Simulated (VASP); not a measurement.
CsCl (CsCl type): computed properties

Method: r2SCAN meta-GGA, VASP's PBE PAW potentials (set 64) (plane waves; VASP).

```json
{
 "space_group": "Pm-3m (221)",
 "cell": "a = 4.143 Å, b = 4.143 Å, c = 4.143 Å, α = 90.00°, β = 90.00°, γ = 90.00°",
 "volume_per_atom": "35.55 Å³/atom",
 "band gap (over mesh and band path)": "5.91 eV",
 "smallest direct gap (over mesh and band path)": "5.91 eV",
 "hill_bulk_modulus": "18.6 GPa",
 "hill_shear_modulus": "11.1 GPa",
 "Poisson's ratio": "0.251",
 "band_edge_character_without_spin_orbit_coupling": "direct, Γ to Γ",
 "band_gap_with_spin_orbit_coupling": "5.84 eV",
 "density": "3.93 g/cm³",
 "optical Γ-point spectrum": "98 (×3) cm⁻¹",
 "C11": "37.6 GPa",
 "C12": "9.2 GPa",
 "C44": "9.4 GPa"
}
```

```cif
data_ClCs
_chemical_formula_sum 'Cs1 Cl1'
_space_group_name_H-M_alt 'P 1'
_space_group_IT_number 1
_cell_length_a 4.14288
_cell_length_b 4.14288
_cell_length_c 4.14288
_cell_angle_alpha 90.000
_cell_angle_beta 90.000
_cell_angle_gamma 90.000
loop_
_space_group_symop_operation_xyz
  'x, y, z'
loop_
_atom_site_label
_atom_site_type_symbol
_atom_site_fract_x
_atom_site_fract_y
_atom_site_fract_z
_atom_site_occupancy
Cs1 Cs 0.00000 0.00000 0.00000 1
Cl1 Cl 0.50000 0.50000 0.50000 1
```

Measured: gap 8.35 eV at 80 K (computed value off by -2.44 eV), as given by Wikipedia, Caesium chloride. Unless said otherwise, spin-orbit coupling is left out, though it shifts the bands of the heavy elements here.

The compound is CsCl in the CsCl type structure. It was relaxed first. Symmetry was kept, so distortions that lower it aren't found.
